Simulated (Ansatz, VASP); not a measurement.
One calculation of Hf, two programs

Contents of INCAR:

```
PREC = Accurate
ENCUT = 600
EDIFF = 1E-6
ISMEAR = 0
SIGMA = 0.1
LREAL = False
LASPH = True
NELM = 100
ALGO = Normal
ISIF = 3
LWAVE = False
LCHARG = False
GGA = PE
IBRION = 2
NSW = 90
EDIFFG = -0.04
```

File KPOINTS:

```
regular mesh
0
Gamma
  4 4 4
```

File POSCAR:

```
Hf
1.0
    4.2070114300      0.0000000000      0.0000000000
    0.0000000000      4.2070114300      0.0000000000
    0.0000000000      0.0000000000      4.2070114300
Hf
3
Direct
    0.5000000000      0.0000000000      0.0000000000
    0.0000000000      0.5000000000      0.0000000000
    0.0000000000      0.0000000000      0.5000000000
```

Input for Ansatz:

```yaml
crystal:
  lattice:
    - [4.20701143, 0.0, 0.0]
    - [0.0, 4.20701143, 0.0]
    - [0.0, 0.0, 4.20701143]
  atoms:
    - { symbol: Hf, position: [0.5, 0.0, 0.0] }
    - { symbol: Hf, position: [0.0, 0.5, 0.0] }
    - { symbol: Hf, position: [0.0, 0.0, 0.5] }
basis:
  ecutwfc: 420
kpoints:
  mp_grid: { grid: [4, 4, 4] }
hamiltonian:
  xc: pbe
scf:
  occupations: { method: gaussian, width: 0.1 }
  lower_state_search: "off"
output:
  forces: true
  stress: true
  eigenvalues: true
relax:
  adjacent_minimum: "off"
  f_tol: 0.04
  max_steps: 70
  cell: { stress_tol: 0.4 }
```

Alike in both runs: task relaxation of cell and atoms; functional PBE; k mesh 4 × 4 × 4; occupations gaussian, width 0.1 eV; no spin polarisation.

|  | VASP | Ansatz |
| --- | --- | --- |
| version | VASP 6.6.1 | Ansatz 0.2.0 |
| potentials or method | VASP PAW PBE potentials, release 64 (Hf_pv) | scalar-relativistic, plane waves, PAW |
| plane-wave cutoff (eV) | 600 | 420 |
| valence electrons in the cell | 30 | 78 |

```csv
,VASP,Ansatz,Ansatz less VASP
"gap on the k mesh at the Fermi level, each at its own relaxed structure (eV)",none,none,-
relaxed volume (Å³/atom),25.99,26.11,+0.115
relaxed cell length with the largest relative difference (Å),4.272,4.279,+0.0063
energy change over the relaxation (meV/atom),-12,-15,-2.1
```

A gap of «none» marks a metal or a gap that the smearing closes. The two sets of potentials don't hold the same shells in valence.

Caveats: the k mesh is coarse (spacing up to 0.37 Å⁻¹), so the values aren't converged. Spin-orbit coupling is left out, which matters for the levels of Hf.
